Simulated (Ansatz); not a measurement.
# Hf, space group Im-3m: an SCF with some post-processing

Computed with the Ansatz DFT code, driven from Python.

`hf.vasp`
```text
Hf
1.0
  -1.80500000    1.80500000    1.80500000
   1.80500000   -1.80500000    1.80500000
   1.80500000    1.80500000   -1.80500000
Hf
1
Direct
   0.00000000    0.00000000    0.00000000
```

`run_report.py`
```python
'''Bonding analysis of Hf.'''

from collections import Counter
import json
import logging
import sys

import ansatz as az
from ase.io import read
import numpy as np
from pymatgen.analysis.ewald import EwaldSummation
from pymatgen.core import Structure

logging.basicConfig(stream=sys.stdout, format='[%(levelname)s] %(message)s')
logger = logging.getLogger('run')
logger.setLevel(logging.INFO)

atoms = read('hf.vasp', format='vasp')
crystal = az.Crystal.from_ase(atoms)

calc = (
    crystal.calculation()
    .functional(az.Functional.PBE)
    .basis(420)
    .kpoints(9)  # the mesh must be finer for metals
    .occupations('Fermi-Dirac', width=100 * az.meV)
    .xc_energy_on_converged_density(['pbe', 'pbesol', 'revpbe'])
    .density_of_states(energy_step=0.1, method='smearing', broadening_width=0.15, projected=True)
    .stress()
)
result = calc.run(events_out='events.ndjson')
summary = result.report
with open('events.ndjson') as stream:
    kinds = Counter(json.loads(line)['event'] for line in stream)
print('events:', {kind: kinds[kind] for kind in ('scf_iter', 'scf_done', 'notice', 'finished')})

logger.info('%-22s %14.5f eV' % ('F = E - TS', summary['free_energy_ev']))
logger.info('%-22s %14.5f eV' % ('E', summary['internal_energy_ev']))
logger.info('%-22s %14.5f eV' % ('Harris-Foulkes', summary['harris_foulkes_ev']))
logger.info('%-22s %14.5f eV' % ('Fermi level', summary['fermi_energy_ev']))

logger.info('other functionals on this density (not self-consistent, eV)')
for entry in summary.get('xc_energy_on_converged_density', []):
    print(entry['functional'], {k: round(v, 3) for k, v in entry.items() if isinstance(v, float)})

# first and second moments of the projected d states
dos = result.density_of_states()
energy = np.asarray(dos.energies_ev) - dos.fermi_ev
window = (energy > -12) & (energy < 4)
for index, site in enumerate(result.projected_density_of_states().sites):
    for shell in site.shells:
        if shell.l == 2:
            g = sum(np.sum(part.g_bin_mean_per_ev, axis=0) for part in shell.curves)[window]
            if g.sum() > 1e-6:
                centre = (g * energy[window]).sum() / g.sum()
                width = np.sqrt((g * (energy[window] - centre) ** 2).sum() / g.sum())
                logger.info(f'site {index} {site.species} {shell.label}: centre {centre:.3f} eV, rms width {width:.3f} eV')

final = Structure(result.lattice.cell_ang, [s.symbol for s in result.lattice.sites], [s.position_frac for s in result.lattice.sites])
# ions of the valence charge in a uniform background
ions = final.copy()
ions.add_oxidation_state_by_site([summary['n_electrons'] / len(ions)] * len(ions))
logger.info(f'Ewald sum by pymatgen {EwaldSummation(ions).total_energy:.4f} eV, by the run {summary["components"]["e_ewald"]:.4f} eV')

# principal values and the von Mises stress of the deviator
principal = np.linalg.eigvalsh(np.array(summary['stress_gpa']))
mises = np.sqrt(0.5 * sum((principal[i] - principal[i - 1]) ** 2 for i in range(3)))
print('principal stresses (GPa, compression positive):', np.round(principal, 3))
logger.info(f'mean {principal.mean():.3f} GPa, von Mises {mises:.3f} GPa, PV = {principal.mean() * summary["setup"]["cell_volume_ang3"] / 160.21766:.4f} eV')

distances = np.array([n.nn_distance for shell in final.get_all_neighbors(5.0) for n in shell])
values, counts = np.unique(distances.round(2), return_counts=True)
logger.info('distance (A)  neighbours per atom')
for value, count in list(zip(values, counts))[:14]:
    logger.info(f'{value:10.2f} {count / len(final):10.2f}')
```

```console
$ python run_report.py
events: {'scf_iter': 6, 'scf_done': 1, 'notice': 2, 'finished': 1}
[INFO] F = E - TS               -15721.19350 eV
[INFO] E                        -15721.11911 eV
[INFO] Harris-Foulkes           -15721.19350 eV
[INFO] Fermi level                  18.51505 eV
[INFO] other functionals on this density (not self-consistent, eV)
pbe {'e_xc_with_core_ev': -8414.241, 'free_energy_ev': -15721.194}
pbesol {'e_xc_with_core_ev': -8290.867, 'free_energy_ev': -15597.819}
revpbe {'e_xc_with_core_ev': -8423.091, 'free_energy_ev': -15730.043}
[INFO] site 0 Hf 5D: centre 0.412 eV, rms width 2.051 eV
[INFO] Ewald sum by pymatgen -4906.4933 eV, by the run -4906.4933 eV
principal stresses (GPa, compression positive): [-4.529 -4.529 -4.529]
[INFO] mean -4.529 GPa, von Mises 0.000 GPa, PV = -0.6650 eV
[INFO] distance (A)  neighbours per atom
[INFO]       3.13       8.00
[INFO]       3.61       6.00
```

Reading the output:
- Total energies depend on the potentials; only differences at equal settings carry meaning.
- No spin polarisation was allowed.
- For a metal this k-point mesh is coarse: on a finer one energies can move by several to tens of meV an atom and pressures by half a GPa or more, differences at one mesh by less.
- The zero of the levels is a convention of the potentials, so an absolute Fermi energy is no work function.
- Projections exist only for the shells that the potentials hold, some of them semicore, and samples at single energies can miss narrow peaks.
- Spin-orbit coupling, which matters for elements this heavy, is left out.
- This isn't the structure that Hf takes at ambient conditions.
- The computed bands are complete only to about 4.1 eV above the Fermi level; beyond that the density of states is undercounted.
- A band centre counts only the states inside the window taken.
- Finished in 2.7 s on 1 thread of Intel(R) Xeon(R) 6975P-C (Granite Rapids) (shared host), peak memory 0.44 GiB.

(Lines on the test bed's own set-up are left out of the output.)
